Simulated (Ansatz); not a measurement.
The parent structure is RuO$_{2}$ in the rutile structure (space group P4_2/mnm, No. 136).

```
CELL_PARAMETERS angstrom
      4.46614     0.00000     0.00000
      0.00000     4.46614     0.00000
      0.00000     0.00000     3.09186
ATOMIC_POSITIONS crystal
  Ru 0.00000 0.00000 0.00000
  Ru 0.50000 0.50000 0.50000
  O  0.30608 0.30608 0.00000
  O  0.80608 0.19392 0.50000
  O  0.19392 0.80608 0.50000
  O  0.69392 0.69392 0.00000
```

Cartesian axes are those of the cell as printed.

Method: Kohn–Sham DFT with the PBEsol functional, run in Ansatz (a quantum-chemistry and plane-wave program) with PAW and 420 eV plane waves, no spin-orbit coupling.

Before the change:

```
Item        Value
--------  -------
Pressure  0.0 GPa
```

It is then changed as follows: uniaxial strain ε_yy = −0.18 %, all other strain components held at zero, atoms relaxed at fixed cell.

Task: What happens to the energy relative to the base?

Result: The energy hardly moves.

Task: Estimate the effect on the pressure.

Result: The pressure (mean of the normal stresses, compression positive) goes from zero to 0.5 GPa.

Without a gap, meshes like the base's 11×11×15 leave anisotropic stresses uncertain by several tenths of a GPa, and small strain energies with them. Stability against distortions was not tested. No Hubbard U is applied, and correlation can decide whether such a compound is a metal. The final runs are not spin-polarised.
